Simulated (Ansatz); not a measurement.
Born–Oppenheimer molecular dynamics of a periodic cell of 25 atoms, Si₈O₁₇ (host SiO2, host structure C2, interstitial O). It goes on from the last frame of an earlier run, with new velocities.

These are results of DFT PBE, scalar-relativistic, plane waves, PAW in Ansatz 0.2.0, not measurements. Settings: PAW set soft_1, cutoff 420 eV, k mesh 1x1x2, fermi-dirac smearing 0.05 eV, spin collinear.

```json
{
 "ensemble": "NVT, Langevin thermostat",
 "time step": "1 fs",
 "steps asked": "90",
 "set temperature": "1680 K",
 "friction": "0.01 /fs",
 "seed": "722389"
}
```

First frame:

```xyz
25
Lattice="-6.8513 0.0000 0.0000 0.0000 -7.3761 0.0000 -1.3854 0.0000 6.5639" Properties=species:S:1:pos:R:3
Si -3.548 -3.757 1.548
Si -4.554 -3.674 4.966
Si -2.184 -4.714 3.699
Si -6.197 -4.491 2.801
O -0.811 -4.044 3.336
O 0.189 -0.163 -0.044
O -6.521 -5.851 1.969
O -2.129 -6.056 4.650
O -6.379 -1.126 2.364
O -1.648 -1.114 4.107
O -2.909 -3.698 4.756
O -5.136 -3.639 1.956
Si -7.039 0.079 1.472
Si -0.994 0.144 4.949
Si -5.473 -0.936 3.698
Si -2.505 -1.115 2.746
O -4.041 -0.614 3.207
O -3.427 -4.080 -0.024
O -2.791 -2.533 2.055
O -5.276 -2.121 4.798
O -2.957 -5.036 2.363
O -5.392 -4.764 4.124
O -6.291 -7.185 4.577
O -1.791 -7.594 1.640
O -7.810 -3.809 6.169
```

Task: What does the run give?

Result: The run went to its last step.

```yaml
steps_done: 90
time_covered: 90 fs
mean_temperature_over_the_second_half: 1321 K
spread_of_the_potential_energy_over_the_second_half: 23.4 meV per atom
mean_potential_energy_of_the_second_half_above_the_start: 82.6 meV per atom
```

The mean temperature of the second half is 21 % below the set value. A run of 0.09 ps of so small a system gives no equilibrium averages. Limits of this set-up: coarse k mesh, a small cell, in which the defect meets its images.

Task: What happens to the structure?

Result: Mean squared displacements from the first frame to the last, about the centre of mass: Si 0.05 Å², O 0.21 Å². The details hang on the random start.

Task: How do temperature and energy run in time?

Result: 
| time (fs) | T (K) | potential energy less start (eV) |
| --- | --- | --- |
| 0 | 1613 | 0.000 |
| 7 | 1120 | 1.542 |
| 14 | 961 | 2.166 |
| 21 | 1078 | 2.085 |
| 28 | 1002 | 2.755 |
| 35 | 1116 | 2.318 |
| 42 | 1360 | 1.240 |
| 49 | 1413 | 1.270 |
| 56 | 1283 | 1.820 |
| 63 | 1181 | 2.552 |
| 70 | 1073 | 2.916 |
| 77 | 1291 | 2.481 |
| 84 | 1670 | 1.778 |

Time of the run: 34 min on 1 thread of Arm Neoverse N1 (shared host), peak memory 0.61 GiB.
